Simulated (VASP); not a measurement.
# SnTe (Pm-3m) in VASP: notebook

Runs on SnTe. Level: LDA. Tasks: single point.

Program: VASP 6.6.1. These are calculated values, not measurements. Logs are shortened: lines on timing, memory, paths and dates and some standing lists are left out, and cuts for length are marked.

## Step 1: Starting point

The structure is cubic, space group Pm-3m (No. 221). The conventional cell has a = 3.905 Å, b = 3.905 Å, c = 3.905 Å, α = 90.00°, β = 90.00°, γ = 90.00°. Te (site symmetry m-3m) has 8 Sn at 3.38 Å as nearest neighbours. Sn (site symmetry m-3m) has 8 Te at 3.38 Å as nearest neighbours.

Measurements of this composition are mostly on another form, of space group No. 225.

## Step 2: Single point, LDA

Input file INCAR:

```
SYSTEM = SnTe
ADDGRID = .False.
ALGO = Normal
EDIFF = 1E-6
ENCUT = 400
GGA = CA
ISIF = 2
ISMEAR = 0
LASPH = .True.
LCHARG = .False.
LREAL = .False.
LWAVE = .False.
NELM = 100
PREC = Accurate
SIGMA = 0.5
```

Input file KPOINTS:

```
k-points
0
Gamma
  4 4 4
  0 0 0
```

Input file POSCAR:

```
SnTe
1.0
    3.9047000000      0.0000000000      0.0000000000
    0.0000000000      3.9047000000      0.0000000000
    0.0000000000      0.0000000000      3.9047000000
Te Sn
1 1
Direct
    0.5000000000      0.5000000000      0.5000000000
    0.0000000000      0.0000000000      0.0000000000
```

Potentials or basis: VASP PAW LDA potentials, release 64 (Te, Sn_d).

Started as:

```console
$ cat potpaw_LDA.64/Te/POTCAR potpaw_LDA.64/Sn_d/POTCAR > POTCAR
$ mpirun -np 1 vasp_std > vasp.out
```

OUTCAR:

```text
SYSTEM = SnTe
   EDIFF = 1E-6
   ENCUT = 400
   GGA = CA
   ISIF = 2
   ISMEAR = 0
   LASPH = .True.
   LREAL = .False.
   NELM = 100
   PREC = Accurate

 Found     10 irreducible k-points:

 Following reciprocal coordinates:
            Coordinates               Weight
  0.000000  0.000000  0.000000      1.000000
  0.250000  0.000000  0.000000      6.000000
  0.500000  0.000000  0.000000      3.000000
  0.250000  0.250000  0.000000     12.000000
  0.500000  0.250000  0.000000     12.000000
  0.500000  0.500000  0.000000      3.000000
   k-points           NKPTS =     10   k-points in BZ     NKDIM =     10   number of bands    NBANDS=     14
   number of dos      NEDOS =    301   number of ions     NIONS =      2
   total plane-waves  NPLWV =  21952
   dimension x,y,z NGX =    28 NGY =   28 NGZ =   28
   dimension x,y,z NGXF=    56 NGYF=   56 NGZF=   56
   ions per type =               1   1
   NGX,Y,Z   is equivalent  to a cutoff of  11.92, 11.92, 11.92 a.u.
   NGXF,Y,Z  is equivalent  to a cutoff of  23.84, 23.84, 23.84 a.u.
 SYSTEM =  SnTe
   PREC   = accura    normal or accurate (medium, high low for compatibility)
   ISTART =      0    job   : 0-new  1-cont  2-samecut
   ICHARG =      2    charge: 1-file 2-atom 10-const
   ISPIN  =      1    spin polarized calculation?
   LNONCOLLINEAR =      F non collinear calculations
   LSORBIT =      F    spin-orbit coupling
   LASPH  =      T    aspherical Exc in radial PAW
   ENCUT  =  400.0 eV  29.40 Ry    5.42 a.u.   6.37  6.37  6.37*2*pi/ulx,y,z
   NELM   =    100;   NELMIN=  2; NELMDL= -5     # of ELM steps
   EDIFF  = 0.1E-05   stopping-criterion for ELM
   LREAL  =      F    real-space projection
   EDIFFG = 0.1E-04   stopping-criterion for IOM
   NSW    =      0    number of steps for IOM
   IBRION =     -1    ionic relax: 0-MD 1-quasi-New 2-CG
   NFREE  =      0    steps in history (QN), initial steepest desc. (CG)
   ISIF   =      2    stress and relaxation
   ISYM   =      2    0-nonsym 1-usesym 2-fastsym
   POTIM  = 0.5000    time-step for ionic-motion
   TEBEG  =    0.0;   TEEND  =   0.0 temperature during run
   PSTRESS=    0.0 pullay stress
   NELECT =      20.0000    total number of electrons
   NUPDOWN=      -1.0000    fix difference up-down
   EMIN   =  10.00;   EMAX   =-10.00  energy-range for DOS
   EFERMI =   0.00;   METHOD = LEGACY
   ISMEAR =     0;   SIGMA  =   0.50  broadening in eV -4-tet -1-fermi 0-gaus
   EFERMI_NEDOS =   21; number of points for ismear=-14 and -15
   IALGO  =     38    algorithm
   IMIX   =      4    mixing-type and parameters
     AMIX     =   0.40;   BMIX     =  1.00
     AMIX_MAG =   1.60;   BMIX_MAG =  1.00
  volume/ion in A,a.u.               =      29.77       200.88
  Fermi-wavevector in a.u.,A,eV,Ry     =   1.138057  2.150615 17.621893  1.295173
  Thomas-Fermi vector in A             =   2.274761
   LORBIT       =      0    0 simple, 1 ext, 2 COOP (PROOUT), +10 PAW based schemes
   GGA     = CA    functional components
   LHFCALC =     F    Hartree Fock is set to
   AEXX    =    0.0000 exact exchange contribution
   IVDW    =     0    specifies the selected vdW correction
   LEPSILON=     F    determine dielectric tensor
   LRPA    =     F    only Hartree local field effects (RPA)
 non-spin polarized calculation
 Gauss-broadening in eV      SIGMA  =   0.50
  energy-cutoff  :      400.00
  volume of cell :       59.53
 maximum number of plane-waves:      1108
 NGX is ok and might be reduce to    28
   NGX = 13   NGY = 13   NGZ = 13

 number of electron      19.9999991 magnetization

 Free energy of the ion-electron system (eV)
  ---------------------------------------------------
  ext. energy  EPLUGINS =         0.00000000
  ---------------------------------------------------
  free energy    TOTEN  =        -8.30404429 eV

  energy without entropy =       -8.10067045  energy(sigma->0) =       -8.20235737

 E-fermi :   6.8677     XC(G=0): -10.0859

 val. band max:        6.8298797053   @ k =   0.5000   0.2500   0.0000
 cond. band min:       6.9798909513   @ k =   0.5000   0.0000   0.0000
 fundamental gap:      0.1500112460
 Fermi energy:         6.8677179686

 k-point     1 :       0.0000    0.0000    0.0000
  band No.  band energies     occupation
      1     -14.6133      2.00000
      2     -14.6133      2.00000
      3     -14.5765      2.00000
      4     -14.5765      2.00000
      5     -14.5765      2.00000
      6      -5.5003      2.00000
      7       1.4294      2.00000
      8       5.1117      2.00000
      9       5.1117      2.00000
     10       5.1117      2.00000
     11      10.4689      0.00000
     12      10.4689      0.00000
     13      12.0971      0.00000
     14      12.0971      0.00000

 k-point     2 :       0.2500    0.0000    0.0000
  band No.  band energies     occupation
      1     -14.6127      2.00000
      2     -14.5967      2.00000
      3     -14.5821      2.00000
      4     -14.5821      2.00000
      5     -14.5762      2.00000
      6      -5.0408      2.00000
      7       0.1010      2.00000
      8       5.2949      1.99999
      9       5.6584      1.99937
     10       5.6584      1.99937
     11       9.6725      0.00000
     12      10.6378      0.00000
     13      10.6378      0.00000
     14      10.9971      0.00000
[... 37 lines left out ...]
      1     -14.6015      2.00000
      2     -14.5956      2.00000
      3     -14.5865      2.00000
      4     -14.5807      2.00000
      5     -14.5730      2.00000
      6      -3.9882      2.00000
      7      -0.7610      2.00000
      8       3.6056      2.00000
      9       4.3306      2.00000
     10       6.8299      1.08523
     11       9.2597      0.00000
     12       9.4571      0.00000
     13       9.8672      0.00000
     14      13.8484      0.00000

 k-point     6 :       0.5000    0.5000    0.0000
  band No.  band energies     occupation
      1     -14.6036      2.00000
      2     -14.5954      2.00000
      3     -14.5855      2.00000
      4     -14.5855      2.00000
      5     -14.5614      2.00000
      6      -3.5573      2.00000
      7       0.4119      2.00000
      8       2.0912      2.00000
      9       2.0912      2.00000
     10       7.1152      0.48394
     11      10.1420      0.00000
     12      10.5702      0.00000
     13      10.5702      0.00000
     14      12.8013      0.00000

 [... further k-points ...]

------------------------ aborting loop because EDIFF is reached ----------------------------------------

  FORCE on cell =-STRESS in cart. coord.  units (eV):
  Direction    XX          YY          ZZ          XY          YZ          ZX
  --------------------------------------------------------------------------------------
  -------------------------------------------------------------------------------------
  Total       -1.2846013     -1.2846013     -1.2846013     -0.0000000     -0.0000000      0.0000000
  in kB      -34.5713160    -34.5713160    -34.5713160     -0.0000000     -0.0000000      0.0000000
  external PRESSURE =     -34.5713160 kB  Pullay stress =       0.0000000 kB

 VOLUME and BASIS-vectors are now :
 -----------------------------------------------------------------------------
  energy-cutoff  :      400.00
  volume of cell :       59.53
      direct lattice vectors                 reciprocal lattice vectors
     3.904700000  0.000000000  0.000000000     0.256101621  0.000000000  0.000000000
     0.000000000  3.904700000  0.000000000     0.000000000  0.256101621  0.000000000
     0.000000000  0.000000000  3.904700000     0.000000000  0.000000000  0.256101621

 POSITION                                       TOTAL-FORCE (eV/Angst)
 -----------------------------------------------------------------------------------
      1.95235      1.95235      1.95235         0.000000      0.000000      0.000000
      0.00000      0.00000      0.00000         0.000000      0.000000      0.000000
 -----------------------------------------------------------------------------------
    total drift:                               -0.000000      0.000000     -0.000000

  FREE ENERGIE OF THE ION-ELECTRON SYSTEM (eV)
  ---------------------------------------------------
  free  energy   TOTEN  =        -8.3040442943 eV

  energy  without entropy=       -8.1006704536  energy(sigma->0) =       -8.20235737
```

OSZICAR:

```text
N       E                     dE             d eps       ncg     rms          rms(c)
DAV:   1     0.113029581175E+03    0.11303E+03   -0.82807E+03   280   0.139E+03
DAV:   2     0.104365104183E+01   -0.11199E+03   -0.11006E+03   298   0.341E+02
DAV:   3    -0.811896796191E+01   -0.91626E+01   -0.89745E+01   358   0.913E+01
DAV:   4    -0.838062014997E+01   -0.26165E+00   -0.26142E+00   350   0.168E+01
DAV:   5    -0.839340271140E+01   -0.12783E-01   -0.12782E-01   398   0.340E+00    0.413E+00
DAV:   6    -0.830734179876E+01    0.86061E-01   -0.23299E-01   390   0.372E+00    0.282E+00
DAV:   7    -0.830523310869E+01    0.21087E-02   -0.16505E-02   298   0.741E-01    0.126E+00
DAV:   8    -0.830407511379E+01    0.11580E-02   -0.21629E-03   340   0.330E-01    0.209E-01
DAV:   9    -0.830404226378E+01    0.32850E-04   -0.15364E-04   388   0.802E-02    0.865E-02
DAV:  10    -0.830404464975E+01   -0.23860E-05   -0.21621E-05   330   0.402E-02    0.193E-02
DAV:  11    -0.830404429430E+01    0.35545E-06   -0.15608E-06   230   0.148E-02
   1 F= -.83040443E+01 E0= -.82023574E+01  d E =-.203374E+00
```

Run time: 3.9 s. Hardware: 1 thread of AMD EPYC 9R14 (Zen 4), shared host; peak memory 0.11 GiB.

The run converged, but some of its settings lie outside the range that counts as converged, so its numbers aren't taken as properties of the crystal.

Results:

```yaml
Free_energy: -8.3040 eV
Pressure: -3.5 GPa
Band_gap_on_the_k_mesh: none (metal or under the smearing width)
```

Caveat: the k mesh is coarse (spacing up to 0.40 Å⁻¹), so the values aren't converged.

## Step 3: Single point, LDA

INCAR, as its differences from that of step 2:

```diff
@@ -14,2 +14,2 @@
 PREC = Accurate
-SIGMA = 0.5
+SIGMA = 0.2
```

KPOINTS is that of step 2.

POSCAR is that of step 2.

Potentials or basis: VASP PAW LDA potentials, release 64 (Te, Sn_d).

Started as:

```console
$ cat potpaw_LDA.64/Te/POTCAR potpaw_LDA.64/Sn_d/POTCAR > POTCAR
$ mpirun -np 1 vasp_std > vasp.out
```

It took 4.4 s on 1 thread of AMD EPYC 9R14 (Zen 4), shared host; peak memory 0.11 GiB.

The run converged, but some of its settings lie outside the range that counts as converged, so its numbers aren't taken as properties of the crystal.

Results:

| Property | Result |
| --- | --- |
| Free energy | -8.2020 eV |
| Pressure | -3.6 GPa |
| Band gap on the k mesh | none (metal or under the smearing width) |

Caveat: the k mesh is coarse (spacing up to 0.40 Å⁻¹), so the values aren't converged.

## Step 4: Single point, LDA

INCAR, as its differences from that of step 3:

```diff
@@ -14,2 +14,2 @@
 PREC = Accurate
-SIGMA = 0.2
+SIGMA = 0.01
```

KPOINTS is that of step 3.

POSCAR is that of step 3.

Potentials or basis: VASP PAW LDA potentials, release 64 (Te, Sn_d).

Started as:

```console
$ cat potpaw_LDA.64/Te/POTCAR potpaw_LDA.64/Sn_d/POTCAR > POTCAR
$ mpirun -np 1 vasp_std > vasp.out
```

OUTCAR:

```text
SYSTEM = SnTe
   EDIFF = 1E-6
   ENCUT = 400
   GGA = CA
   ISIF = 2
   ISMEAR = 0
   LASPH = .True.
   LREAL = .False.
   NELM = 100
   PREC = Accurate

 Found     10 irreducible k-points:

 Following reciprocal coordinates:
            Coordinates               Weight
  0.000000  0.000000  0.000000      1.000000
  0.250000  0.000000  0.000000      6.000000
  0.500000  0.000000  0.000000      3.000000
  0.250000  0.250000  0.000000     12.000000
  0.500000  0.250000  0.000000     12.000000
  0.500000  0.500000  0.000000      3.000000
   k-points           NKPTS =     10   k-points in BZ     NKDIM =     10   number of bands    NBANDS=     14
   number of dos      NEDOS =    301   number of ions     NIONS =      2
   total plane-waves  NPLWV =  21952
   dimension x,y,z NGX =    28 NGY =   28 NGZ =   28
   dimension x,y,z NGXF=    56 NGYF=   56 NGZF=   56
   ions per type =               1   1
   NGX,Y,Z   is equivalent  to a cutoff of  11.92, 11.92, 11.92 a.u.
   NGXF,Y,Z  is equivalent  to a cutoff of  23.84, 23.84, 23.84 a.u.
 SYSTEM =  SnTe
   PREC   = accura    normal or accurate (medium, high low for compatibility)
   ISTART =      0    job   : 0-new  1-cont  2-samecut
   ICHARG =      2    charge: 1-file 2-atom 10-const
   ISPIN  =      1    spin polarized calculation?
   LNONCOLLINEAR =      F non collinear calculations
   LSORBIT =      F    spin-orbit coupling
   LASPH  =      T    aspherical Exc in radial PAW
   ENCUT  =  400.0 eV  29.40 Ry    5.42 a.u.   6.37  6.37  6.37*2*pi/ulx,y,z
   NELM   =    100;   NELMIN=  2; NELMDL= -5     # of ELM steps
   EDIFF  = 0.1E-05   stopping-criterion for ELM
   LREAL  =      F    real-space projection
   EDIFFG = 0.1E-04   stopping-criterion for IOM
   NSW    =      0    number of steps for IOM
   IBRION =     -1    ionic relax: 0-MD 1-quasi-New 2-CG
   NFREE  =      0    steps in history (QN), initial steepest desc. (CG)
   ISIF   =      2    stress and relaxation
   ISYM   =      2    0-nonsym 1-usesym 2-fastsym
   POTIM  = 0.5000    time-step for ionic-motion
   TEBEG  =    0.0;   TEEND  =   0.0 temperature during run
   PSTRESS=    0.0 pullay stress
   NELECT =      20.0000    total number of electrons
   NUPDOWN=      -1.0000    fix difference up-down
   EMIN   =  10.00;   EMAX   =-10.00  energy-range for DOS
   EFERMI =   0.00;   METHOD = LEGACY
   ISMEAR =     0;   SIGMA  =   0.01  broadening in eV -4-tet -1-fermi 0-gaus
   EFERMI_NEDOS =   21; number of points for ismear=-14 and -15
   IALGO  =     38    algorithm
   IMIX   =      4    mixing-type and parameters
     AMIX     =   0.40;   BMIX     =  1.00
[... 23 lines left out ...]
  ext. energy  EPLUGINS =         0.00000000
  ---------------------------------------------------
  free energy    TOTEN  =        -8.16063515 eV

  energy without entropy =       -8.15903342  energy(sigma->0) =       -8.15983428

 E-fermi :   6.7739     XC(G=0): -10.0885

 val. band max:        6.7699763287   @ k =   0.5000   0.0000   0.0000
 cond. band min:       6.7794945146   @ k =   0.5000   0.2500   0.0000
 fundamental gap:      0.0095181859
 Fermi energy:         6.7739245474

 k-point     1 :       0.0000    0.0000    0.0000
  band No.  band energies     occupation
      1     -14.5390      2.00000
      2     -14.5390      2.00000
      3     -14.5026      2.00000
      4     -14.5026      2.00000
      5     -14.5026      2.00000
      6      -5.5369      2.00000
      7       1.4399      2.00000
      8       5.0865      2.00000
      9       5.0865      2.00000
     10       5.0865      2.00000
     11      10.4638      0.00000
     12      10.4638      0.00000
     13      12.1017      0.00000
     14      12.1017      0.00000
[... 71 lines left out ...]
      1     -14.5300      2.00000
      2     -14.5210      2.00000
      3     -14.5117      2.00000
      4     -14.5117      2.00000
      5     -14.4869      2.00000
      6      -3.6215      2.00000
      7       0.4519      2.00000
      8       2.0764      2.00000
      9       2.0764      2.00000
     10       7.0616      0.00000
     11      10.1775      0.00000
     12      10.5677      0.00000
     13      10.5677      0.00000
     14      12.7813      0.00000

 [... further k-points ...]

------------------------ aborting loop because EDIFF is reached ----------------------------------------

  FORCE on cell =-STRESS in cart. coord.  units (eV):
  Direction    XX          YY          ZZ          XY          YZ          ZX
  --------------------------------------------------------------------------------------
  -------------------------------------------------------------------------------------
  Total       -1.4359099     -1.4359099     -1.4359099     -0.0000000     -0.0000000     -0.0000000
  in kB      -38.6433477    -38.6433477    -38.6433477     -0.0000000     -0.0000000     -0.0000000
  external PRESSURE =     -38.6433477 kB  Pullay stress =       0.0000000 kB

 VOLUME and BASIS-vectors are now :
 -----------------------------------------------------------------------------
  energy-cutoff  :      400.00
  volume of cell :       59.53
      direct lattice vectors                 reciprocal lattice vectors
     3.904700000  0.000000000  0.000000000     0.256101621  0.000000000  0.000000000
     0.000000000  3.904700000  0.000000000     0.000000000  0.256101621  0.000000000
     0.000000000  0.000000000  3.904700000     0.000000000  0.000000000  0.256101621

 POSITION                                       TOTAL-FORCE (eV/Angst)
 -----------------------------------------------------------------------------------
      1.95235      1.95235      1.95235         0.000000      0.000000      0.000000
      0.00000      0.00000      0.00000         0.000000      0.000000      0.000000
 -----------------------------------------------------------------------------------
    total drift:                               -0.000000      0.000000     -0.000000

  FREE ENERGIE OF THE ION-ELECTRON SYSTEM (eV)
  ---------------------------------------------------
  free  energy   TOTEN  =        -8.1606351475 eV

  energy  without entropy=       -8.1590334184  energy(sigma->0) =       -8.15983428
```

It took 5.9 s on 1 thread of AMD EPYC 9R14 (Zen 4), shared host; peak memory 0.11 GiB.

These settings aren't checked as converged: the numbers below hold their error.

Results:

```yaml
Free_energy: -8.1606 eV
Pressure: -3.9 GPa
Band_gap_on_the_k_mesh: none (metal or under the smearing width)
```

Caveat: the k mesh is coarse (spacing up to 0.40 Å⁻¹), so the values aren't converged.

## Step 5: Single point, LDA

INCAR, as its differences from that of step 4:

```diff
@@ -13,3 +13,3 @@
 NELM = 100
-PREC = Accurate
-SIGMA = 0.01
+PREC = Low
+SIGMA = 0.05
```

KPOINTS is that of step 4.

POSCAR is that of step 4.

Started as:

```console
$ cat potpaw_LDA.64/Te/POTCAR potpaw_LDA.64/Sn_d/POTCAR > POTCAR
$ mpirun -np 1 vasp_std > vasp.out
```

Run time: 2.9 s. Hardware: 1 thread of AMD EPYC 9R14 (Zen 4), shared host; peak memory 0.08 GiB.

The run converged, but some of its settings lie outside the range that counts as converged, so its numbers aren't taken as properties of the crystal.

What came out:

```
Free energy            : -8.1678 eV
Pressure               : -3.7 GPa
Band gap on the k mesh : none (metal or under the smearing width)
```

Caveat: the k mesh is coarse (spacing up to 0.40 Å⁻¹), so the values aren't converged.

## Step 6: Single point, LDA

INCAR, as its differences from that of step 5:

```diff
@@ -13,3 +13,3 @@
 NELM = 100
-PREC = Low
+PREC = Normal
 SIGMA = 0.05
```

KPOINTS is that of step 5.

POSCAR is that of step 5.

Potentials or basis: VASP PAW LDA potentials, release 64 (Te, Sn_d).

Started as:

```console
$ cat potpaw_LDA.64/Te/POTCAR potpaw_LDA.64/Sn_d/POTCAR > POTCAR
$ mpirun -np 1 vasp_std > vasp.out
```

Wall time 3 s (1 thread of AMD EPYC 9R14 (Zen 4), shared host); peak memory 0.09 GiB.

These settings aren't checked as converged: the numbers below hold their error.

What came out:

```yaml
Free_energy: -8.1680 eV
Pressure: -3.9 GPa
Band_gap_on_the_k_mesh: none (metal or under the smearing width)
```

Caveat: the k mesh is coarse (spacing up to 0.40 Å⁻¹), so the values aren't converged.
